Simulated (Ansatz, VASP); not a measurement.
Pd in VASP and in Ansatz

POSCAR

```
Pd
1.0
    0.0000000000      1.9567730079      1.9567730079
    1.9567730079      0.0000000000      1.9567730079
    1.9567730079      1.9567730079      0.0000000000
Pd
1
Direct
    0.0000000000      0.0000000000      0.0000000000
```

File INCAR.step1:

```
PREC = Accurate
ENCUT = 520
ISMEAR = -1
SIGMA = 0.05
LREAL = False
LASPH = True
NELM = 150
ISPIN = 2
MAGMOM = 0.436
LMAXMIX = 4
NBANDS = 15
GGA = PE
ALGO = Normal
EDIFF = 1E-4
LWAVE = True
LCHARG = False
```

The input INCAR.step2:

```
PREC = Accurate
ENCUT = 520
EDIFF = 1E-6
ISMEAR = -1
SIGMA = 0.05
LREAL = False
LASPH = True
NELM = 150
ALGO = Normal
ISIF = 2
LWAVE = False
LCHARG = True
ISPIN = 2
MAGMOM = 0.436
LORBIT = 11
LMAXMIX = 4
METAGGA = R2SCAN
LMIXTAU = True
LELF = True
LVHAR = True
NBANDS = 15
ISTART = 1
```

KPOINTS

```
Automatic mesh
0
Gamma
  15 15 15
```

Input for Ansatz:

```yaml
crystal:
  lattice:
    - [0.0, 1.9567730079, 1.9567730079]
    - [1.9567730079, 0.0, 1.9567730079]
    - [1.9567730079, 1.9567730079, 0.0]
  atoms:
    - { symbol: Pd, position: [0.0, 0.0, 0.0], spin: 0.436 }
hamiltonian:
  xc: r2scan
  pseudopotentials:
    kind: paw
    azcp:
      Pd: "pseudopotentials/Pd.paw.azcp"
basis:
  ecutwfc: 500
  fft_grid_basis: typed
kpoints:
  mp_grid: { grid: [15, 15, 15], shift: [0, 0, 0] }
magnetization:
  spin_polarized: true
scf:
  occupations: { method: fermi_dirac, width: 0.05 }
  lower_state_search: "off"
output:
  stress: true
```

Alike in both runs: task single point; functional r2SCAN; k mesh 15 × 15 × 15; occupations fermi-dirac, width 0.05 eV; collinear spin.

|  | VASP | Ansatz |
| --- | --- | --- |
| version | VASP 6.6.1 | Ansatz 0.2.0 |
| potentials or method | VASP PAW PBE potentials, release 64 (Pd) | plane waves (500 eV) with PAW, scalar-relativistic |
| plane-wave cutoff (eV) | 520 | 500 |
| valence electrons in the cell | 10 | 18 |

|  | VASP | Ansatz | Ansatz less VASP |
| --- | --- | --- | --- |
| pressure (GPa) | 0.4 | -0.3 | -0.64 |
| net moment per atom (μB) | 0.40 | 0.40 | -0.001 |
| size of the moment on the site where the two differ most (μB) | 0.41 | 0.42 | +0.016 |

Site moments also hang on the region over which each program counts them. The two sets of potentials don't hold the same shells in valence. Ansatz warned: «stability_check_not_made».

Caveats: the PAW data sets were made with another functional, which shifts forces and pressure a little (VASP).
